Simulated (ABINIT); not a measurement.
# Ta (Im-3m) in ABINIT: notebook, part 2 of 2

ABINIT 10.8.3 (patched build). The steps go on from the part before.

### Step 4. Band structure, RPBE, spin-orbit coupling, no magnetisation

run.abi

```
ndtset 2

pp_dirpath "./"
pseudos "Ta.GGA_PBE-JTH.xml"

acell 3*1.0
rprim
    -3.1204669551     3.1204669551     3.1204669551
     3.1204669551    -3.1204669551     3.1204669551
     3.1204669551     3.1204669551    -3.1204669551
ntypat 1
znucl 73
natom 1
typat 1
xred
     0.0000000000     0.0000000000     0.0000000000

ecut 19.0
pawecutdg 38.0

ixc 15

occopt 3
tsmear 0.00183747

nspinor 2
nspden 1
pawspnorb 1

nstep 100

iomode 3
prtwf 0
prteig 0
prtebands 0
enunit 1
prtden1 1
prtvha1 1
prtvclmb1 1
prtpot1 1

kptopt1 4
ngkpt1 11 11 11
nshiftk1 1
shiftk1 0.0 0.0 0.0
nband1 22
tolvrs1 1.0e-9

iscf2 -2
getden2 1
nband2 34
nbdbuf2 8
tolwfr2 1.0e-11
kptopt2 -5
ndivsm2 5
prteig2 1
prtvol2 -3
kptbounds2
     0.0000000000     0.0000000000     0.0000000000
     0.5000000000    -0.5000000000     0.5000000000
     0.0000000000     0.0000000000     0.5000000000
     0.0000000000     0.0000000000     0.0000000000
     0.2500000000     0.2500000000     0.2500000000
     0.5000000000    -0.5000000000     0.5000000000
```

Potentials or basis: JTH PAW PBE v2.0.

Run with:

```
$ abinit run.abi > log 2>&1
```

run.abo:

```text
.Version 10.8.3 of ABINIT
 DATASET    1 : space group I4 3 2 (#211); Bravais cI (body-center cubic)
================================================================================
 Values of the parameters that define the memory need for DATASET  1.
     intxc =       0    ionmov =       0      iscf =      17    lmnmax =      18
     lnmax =       6     mgfft =      24  mpssoang =       3    mqgrid =    3001
     natom =       1  nloc_mem =       2    nspden =       1   nspinor =       2
    nsppol =       1      nsym =      24    n1xccc =       1    ntypat =       1
    occopt =       3   xclevel =       2
       mpw =         490          nfft =       13824          nkpt =          66
 PAW method is used; the additional fine FFT grid is defined by:
   mgfftf=        30    nfftf =     27000
================================================================================
================================================================================

 DATASET    2 : space group I4 3 2 (#211); Bravais cI (body-center cubic)
================================================================================
 Values of the parameters that define the memory need for DATASET  2.
     intxc =       0    ionmov =       0      iscf =      -2    lmnmax =      18
     lnmax =       6     mgfft =      24  mpssoang =       3    mqgrid =    3001
     natom =       1  nloc_mem =       2    nspden =       1   nspinor =       2
    nsppol =       1      nsym =      24    n1xccc =       1    ntypat =       1
    occopt =       3   xclevel =       2
       mpw =         490          nfft =       13824          nkpt =          30
 PAW method is used; the additional fine FFT grid is defined by:
   mgfftf=        30    nfftf =     27000
================================================================================
================================================================================

--------------------------------------------------------------------------------
------------- Echo of variables that govern the present computation ------------
--------------------------------------------------------------------------------
 -outvars: echo values of preprocessed input variables --------
[... 691 lines left out ...]

 Mean square residual over all n,k,spin=   44.250E-13; max=  99.859E-13
 reduced coordinates (array xred) for    1 atoms
       0.000000000000      0.000000000000      0.000000000000

 cartesian coordinates (angstrom) at end:
    1      0.00000000000000     0.00000000000000     0.00000000000000
 length scales=  1.000000000000  1.000000000000  1.000000000000 bohr
              =  0.529177210544  0.529177210544  0.529177210544 angstroms
 Eigenvalues (   eV  ) for nkpt=  30  k points:
 kpt#   1, nband= 34, wtk=  1.00000, kpt=  0.0000  0.0000  0.0000 (reduced coord)
 -66.00579  -66.00579  -37.43375  -37.43375  -29.33356  -29.33356  -29.33356  -29.33356
  -6.74197   -6.74197    1.77339    1.77339    1.77339    1.77339    2.19900    2.19900
   5.24937    5.24937    5.24937    5.24937   16.09210   16.09210   16.09210   16.09210
  16.09210   16.09210   27.10580   27.10580   27.10580   27.10580   28.20573   28.20573
  30.52329   30.52329
 kpt#   2, nband= 34, wtk=  1.00000, kpt=  0.0714 -0.0714  0.0714 (reduced coord)
 -65.99454  -65.99454  -37.46802  -37.46802  -29.42221  -29.42221  -29.38098  -29.38098
  -6.28776   -6.28776    1.70953    1.70953    1.85026    1.85026    2.27248    2.27248
   4.51577    4.51577    5.50186    5.50186   16.87523   16.87523   16.87546   16.87546
  16.91906   16.91906   23.08138   23.08138   27.73844   27.73844   28.30438   28.30438
  29.97230   29.97233
 kpt#   3, nband= 34, wtk=  1.00000, kpt=  0.1429 -0.1429  0.1429 (reduced coord)
 -65.96373  -65.96373  -37.55962  -37.55962  -29.64451  -29.64451  -29.51499  -29.51499
  -5.04150   -5.04150    1.66645    1.66645    1.91088    1.91088    2.65123    2.65123
   3.05837    3.05837    6.10509    6.10509   18.59024   18.59024   18.63801   18.63801
  18.97838   18.97838   19.04103   19.04103   26.37978   26.37978   28.05167   28.05167
[... 149 lines left out ...]
  22.06115   22.06115   22.27419   22.27419   22.40667   22.40667   28.51966   28.51966
  30.25171   30.25171
 kpt#  29, nband= 34, wtk=  1.00000, kpt=  0.4583 -0.3750  0.4583 (reduced coord)
 -65.81346  -65.81346  -37.95464  -37.95464  -30.33678  -30.33678  -30.24718  -30.24718
  -2.33807   -2.33807   -2.31017   -2.31017    5.10382    5.10382    7.20790    7.20790
   7.21750    7.21750   10.13285   10.13285   11.33202   11.33202   11.48384   11.48384
  18.74847   18.74847   23.52044   23.52044   23.57037   23.57037   26.49621   26.49621
  34.03362   34.03368
 kpt#  30, nband= 34, wtk=  1.00000, kpt=  0.5000 -0.5000  0.5000 (reduced coord)
 -65.80499  -65.80499  -37.97359  -37.97359  -30.32319  -30.32319  -30.32319  -30.32319
  -2.62424   -2.62424   -2.62424   -2.62424    7.82677    7.82677    7.82677    7.82677
   8.45158    8.45158    8.47877    8.47877   10.52111   10.52111   10.52111   10.52111
  16.94774   16.94774   24.14775   24.14775   24.14775   24.14775   25.72269   25.72269
  36.62499   36.72998

== END DATASET(S) ==============================================================
================================================================================

 -outvars: echo values of variables after computation  --------
            acell      1.0000000000E+00  1.0000000000E+00  1.0000000000E+00 Bohr
           etotal1    -5.8917293036E+01
            fcart1    -0.0000000000E+00 -0.0000000000E+00 -0.0000000000E+00
            rprim     -3.1204669551E+00  3.1204669551E+00  3.1204669551E+00
                       3.1204669551E+00 -3.1204669551E+00  3.1204669551E+00
                       3.1204669551E+00  3.1204669551E+00 -3.1204669551E+00
           strten1    -1.9169054301E-04 -1.9169054301E-04 -1.9169054301E-04
                       0.0000000000E+00  0.0000000000E+00  0.0000000000E+00
 Calculation completed.
```

Wall time 78 s (1 thread of Intel Xeon at 2.70GHz, shared host); peak memory 0.12 GiB.

What came out:

| Quantity | Value |
| --- | --- |
| Free energy | -1603.2212 eV |
| Pressure | 5.6 GPa |
| Band gap on the k mesh | none (metal or under the smearing width) |
| Valence electrons inside the program's atomic spheres | Ta 10.66 (radii [1.2805] Å) |

Levels at the corners of the path, in eV from the Fermi level:
```
point  band 8  band 9  band 10  band 11  band 12  band 13  band 14  band 15  band 16  band 17
    Γ  -30.50   -7.91    -7.91     0.61     0.61     0.61     0.61     1.03     1.03     4.08
    H  -31.49   -3.79    -3.79    -3.79    -3.79     6.66     6.66     6.66     6.66     7.29
    N  -30.71   -4.36    -4.36    -1.53    -1.53     1.58     1.58     3.92     3.92     4.96
    Γ  -30.50   -7.91    -7.91     0.61     0.61     0.61     0.61     1.03     1.03     4.08
    P  -31.23   -1.59    -1.59    -1.03    -1.03    -1.03    -1.03     5.13     5.13     5.13
    H  -31.49   -3.79    -3.79    -3.79    -3.79     6.66     6.66     6.66     6.66     7.29
```

Caveat: the PAW data sets were made with another functional, which shifts forces and pressure a little.

### Step 5. Equation of state, BP86+D3(BJ)

run.abi

```
# Datasets: one volume each
ndtset 7
getwfk -1
scalecart1 3*0.9795861087
scalecart2 3*0.9864848297
scalecart3 3*0.9932883884
scalecart4 3*1.0000000000
scalecart5 3*1.0066227096
scalecart6 3*1.0131594038
scalecart7 3*1.0196128224

# Pseudopotentials
pp_dirpath "./"
pseudos "Ta.GGA_PBE-JTH.xml"

# Structure
acell 3*1.0 Angstrom
rprim
    -1.6512800000     1.6512800000     1.6512800000
     1.6512800000    -1.6512800000     1.6512800000
     1.6512800000     1.6512800000    -1.6512800000
ntypat 1
znucl 73
natom 1
typat 1
xred
     0.0000000000     0.0000000000     0.0000000000

# Plane-wave basis
ecut 517.016339 eV
pawecutdg 38.0

# k points
kptopt 1
ngkpt 11 11 11
nshiftk 1
shiftk 0.0 0.0 0.0

# Exchange and correlation
ixc -106132
vdw_xc 7

# Bands and occupations
nband 11
occopt 3
tsmear 0.05 eV

# SCF cycle
nstep 100
tolvrs 1.0e-9

# Output
iomode 3
prtwf 1
prtden 0
prteig 0
prtebands 0
enunit 1
```

Potentials or basis: JTH PAW PBE v2.0.

Run with:

```
$ abinit run.abi > log 2>&1
```

run.abo:

```text
.Version 10.8.3 of ABINIT
 DATASET    1 : space group Im -3 m (#229); Bravais cI (body-center cubic)
================================================================================
 Values of the parameters that define the memory need for DATASET  1.
     intxc =       0    ionmov =       0      iscf =      17    lmnmax =      18
     lnmax =       6     mgfft =      24  mpssoang =       3    mqgrid =    3001
     natom =       1  nloc_mem =       2    nspden =       1   nspinor =       1
    nsppol =       1      nsym =      48    n1xccc =       1    ntypat =       1
    occopt =       3   xclevel =       2
       mpw =         470          nfft =       13824          nkpt =          56
 PAW method is used; the additional fine FFT grid is defined by:
   mgfftf=        30    nfftf =     27000
================================================================================
================================================================================
[... 71 lines left out ...]
 DATASET    7 : space group Im -3 m (#229); Bravais cI (body-center cubic)
================================================================================
 Values of the parameters that define the memory need for DATASET  7.
     intxc =       0    ionmov =       0      iscf =      17    lmnmax =      18
     lnmax =       6     mgfft =      24  mpssoang =       3    mqgrid =    3001
     natom =       1  nloc_mem =       2    nspden =       1   nspinor =       1
    nsppol =       1      nsym =      48    n1xccc =       1    ntypat =       1
    occopt =       3   xclevel =       2
       mpw =         525          nfft =       13824          nkpt =          56
 PAW method is used; the additional fine FFT grid is defined by:
   mgfftf=        32    nfftf =     32768
================================================================================
================================================================================

--------------------------------------------------------------------------------
------------- Echo of variables that govern the present computation ------------
--------------------------------------------------------------------------------
 -outvars: echo values of preprocessed input variables --------
            acell      1.8897261259E+00  1.8897261259E+00  1.8897261259E+00 Bohr
              amu      1.80947900E+02
             ecut      1.90000000E+01 Hartree
           enunit           1
           getwfk          -1
                       outvar_i_n : Printing only first  50 k-points.
              ixc     -106132
           jdtset        1    2    3    4    5    6    7
                       outvar_i_n : Printing only first  50 k-points.
         kptrlatt       11    0    0      0   11    0      0    0   11
          kptrlen1     5.82392158E+01
          kptrlen2     5.86493646E+01
          kptrlen3     5.90538558E+01
          kptrlen4     5.94528804E+01
          kptrlen5     5.98466196E+01
          kptrlen6     6.02352449E+01
          kptrlen7     6.06189192E+01
            natom           1
            nband          11
           ndtset           7
            ngfft          24      24      24
          ngfftdg1         30      30      30
          ngfftdg2         30      30      30
          ngfftdg3         30      30      30
          ngfftdg4         30      30      30
          ngfftdg5         32      32      32
          ngfftdg6         32      32      32
          ngfftdg7         32      32      32
             nkpt          56
            nstep         100
             nsym          48
           ntypat           1
                       prtocc : prtvol=0, do not print more k-points.
           occopt           3
        pawecutdg      3.80000000E+01 Hartree
         pawxcdev           0
           prtden           0
        prtebands           0
           prteig           0
            rprim1    -1.6175709496E+00  1.6175709496E+00  1.6175709496E+00
                       1.6175709496E+00 -1.6175709496E+00  1.6175709496E+00
                       1.6175709496E+00  1.6175709496E+00 -1.6175709496E+00
            rprim2    -1.6289626696E+00  1.6289626696E+00  1.6289626696E+00
                       1.6289626696E+00 -1.6289626696E+00  1.6289626696E+00
                       1.6289626696E+00  1.6289626696E+00 -1.6289626696E+00
            rprim3    -1.6401972500E+00  1.6401972500E+00  1.6401972500E+00
                       1.6401972500E+00 -1.6401972500E+00  1.6401972500E+00
                       1.6401972500E+00  1.6401972500E+00 -1.6401972500E+00
            rprim4    -1.6512800000E+00  1.6512800000E+00  1.6512800000E+00
                       1.6512800000E+00 -1.6512800000E+00  1.6512800000E+00
                       1.6512800000E+00  1.6512800000E+00 -1.6512800000E+00
            rprim5    -1.6622159479E+00  1.6622159479E+00  1.6622159479E+00
                       1.6622159479E+00 -1.6622159479E+00  1.6622159479E+00
                       1.6622159479E+00  1.6622159479E+00 -1.6622159479E+00
            rprim6    -1.6730098603E+00  1.6730098603E+00  1.6730098603E+00
                       1.6730098603E+00 -1.6730098603E+00  1.6730098603E+00
                       1.6730098603E+00  1.6730098603E+00 -1.6730098603E+00
            rprim7    -1.6836662614E+00  1.6836662614E+00  1.6836662614E+00
                       1.6836662614E+00 -1.6836662614E+00  1.6836662614E+00
                       1.6836662614E+00  1.6836662614E+00 -1.6836662614E+00
          spgroup         229
           tolvrs      1.00000000E-09
           tsmear      1.83746611E-03 Hartree
            typat      1
           useylm           1
           vdw_xc           7
                       outvars : Printing only first  50 k-points.
            znucl       73.00000

================================================================================

 chkinp: Checking input parameters for consistency, jdtset=   1.

 chkinp: Checking input parameters for consistency, jdtset=   2.
[... 42 lines left out ...]
 getcut: wavevector=  0.0000  0.0000  0.0000  ngfft=  30  30  30
         ecut(hartree)=     38.000   => boxcut(ratio)=   2.04193

--- Pseudopotential description ------------------------------------------------
- pspini: atom type   1  psp file is ./Ta.GGA_PBE-JTH.xml
 Pseudopotential format is: paw10
 basis_size (lnmax)=  6 (lmn_size= 18), orbitals=   0   0   1   1   2   2
 Spheres core radius: rc_sph= 2.41973345
 Shapefunction is SIN type: shapef(r)=[sin(pi*r/rshp)/(pi*r/rshp)]**2
 Radius for shape functions =  2.11065461
 Compensation charge density is not taken into account in XC energy/potential

   9.99818744E+02                                ecore*ucvol(ha*bohr**3)
--------------------------------------------------------------------------------

[... 1178 lines left out ...]
-Cartesian components of stress tensor (GPa)         [Pressure= -2.3450E+01 GPa]
- sigma(1 1)=  2.34500977E+01  sigma(3 2)=  0.00000000E+00
- sigma(2 2)=  2.34500977E+01  sigma(3 1)=  0.00000000E+00
- sigma(3 3)=  2.34500977E+01  sigma(2 1)=  0.00000000E+00

== END DATASET(S) ==============================================================
================================================================================

 -outvars: echo values of variables after computation  --------
            acell      1.8897261259E+00  1.8897261259E+00  1.8897261259E+00 Bohr
           etotal1    -5.9113908444E+01
           etotal2    -5.9113563139E+01
           etotal3    -5.9112863167E+01
           etotal4    -5.9111833310E+01
           etotal5    -5.9110514623E+01
           etotal6    -5.9108940437E+01
           etotal7    -5.9107131291E+01
            fcart1    -0.0000000000E+00 -0.0000000000E+00 -0.0000000000E+00
            fcart2    -0.0000000000E+00 -0.0000000000E+00 -0.0000000000E+00
            fcart3    -0.0000000000E+00 -0.0000000000E+00 -0.0000000000E+00
            fcart4    -0.0000000000E+00 -0.0000000000E+00 -0.0000000000E+00
            fcart5    -0.0000000000E+00 -0.0000000000E+00 -0.0000000000E+00
            fcart6    -0.0000000000E+00 -0.0000000000E+00 -0.0000000000E+00
            fcart7    -0.0000000000E+00 -0.0000000000E+00 -0.0000000000E+00
            rprim1    -1.6175709496E+00  1.6175709496E+00  1.6175709496E+00
                       1.6175709496E+00 -1.6175709496E+00  1.6175709496E+00
                       1.6175709496E+00  1.6175709496E+00 -1.6175709496E+00
[... 17 lines left out ...]
                       1.6836662614E+00  1.6836662614E+00 -1.6836662614E+00
           strten1     7.2428831026E-05  7.2428831026E-05  7.2428831026E-05
                       0.0000000000E+00  0.0000000000E+00  0.0000000000E+00
           strten2     2.2837355061E-04  2.2837355061E-04  2.2837355061E-04
                       0.0000000000E+00  0.0000000000E+00  0.0000000000E+00
           strten3     3.6813693248E-04  3.6813693248E-04  3.6813693248E-04
                       0.0000000000E+00  0.0000000000E+00  0.0000000000E+00
           strten4     4.9511481129E-04  4.9511481129E-04  4.9511481129E-04
                       0.0000000000E+00  0.0000000000E+00  0.0000000000E+00
           strten5     6.0599443578E-04  6.0599443578E-04  6.0599443578E-04
                       0.0000000000E+00  0.0000000000E+00  0.0000000000E+00
           strten6     7.0604690345E-04  7.0604690345E-04  7.0604690345E-04
                       0.0000000000E+00  0.0000000000E+00  0.0000000000E+00
           strten7     7.9705262009E-04  7.9705262009E-04  7.9705262009E-04
                       0.0000000000E+00  0.0000000000E+00  0.0000000000E+00
 Calculation completed.
```

It took 57 s on 1 thread of Intel Xeon at 2.70GHz, shared host; peak memory 0.14 GiB.

What came out:

* Equilibrium volume: 16.80 Å³/atom (rough: see the caveat)
* Bulk modulus: 237 GPa (rough)

Energy against volume, from the lowest point:
```tsv
volume (Å³/atom)	energy (meV/atom)
16.930	0.00
17.290	9.40
17.650	28.44
18.010	56.47
18.371	92.35
18.731	135.19
19.091	184.42
```

Caveat: pressures at fixed basis lie under the slope of the energies; the minimum lies outside the volumes run; the PAW data sets were made with another functional, which shifts forces and pressure a little. Spin-orbit coupling is left out, which matters for the levels of Ta.

### Step 6. The runs side by side

```csv
task,level,potentials or basis,spin,cutoff (eV),fine-grid cutoff,gap on the mesh (eV)
band structure,LDA-PZ,JTH PAW LDA v2.0,off,408,816.342 eV,none
equation of state,LDA,JTH PAW LDA v2.0,off,408,816.342 eV,-
band structure,RPBE,JTH PAW PBE v2.0,"SOC, no magnetisation",517,1034.03 eV,none
equation of state,BP86+D3(BJ),JTH PAW PBE v2.0,off,517,1034.03 eV,-
```

Alike in all rows: cell as given; k mesh 11 × 11 × 11; smearing fermi-dirac 0.05 eV.

Caveats: pressures at fixed basis lie under the slope of the energies (some runs); the PAW data sets were made with another functional, which shifts forces and pressure a little (some runs); spin-orbit coupling is left out, which moves the levels of the heavy elements (some runs); the minimum lies outside the volumes run (some runs).

Total energies depend on the potentials used, so only differences within one code and one set of settings carry meaning.

### Step 7. How close it comes

Step 3. Against the measured bulk modulus of Ta, 194 GPa (quoted in “Refinement of the equation of state of tantalum”, 2004, arxiv:cond-mat/0403080), the calculated 222 GPa is off by +14.7 %. The fit is for a static lattice scaled at fixed shape and fixed fractional positions.
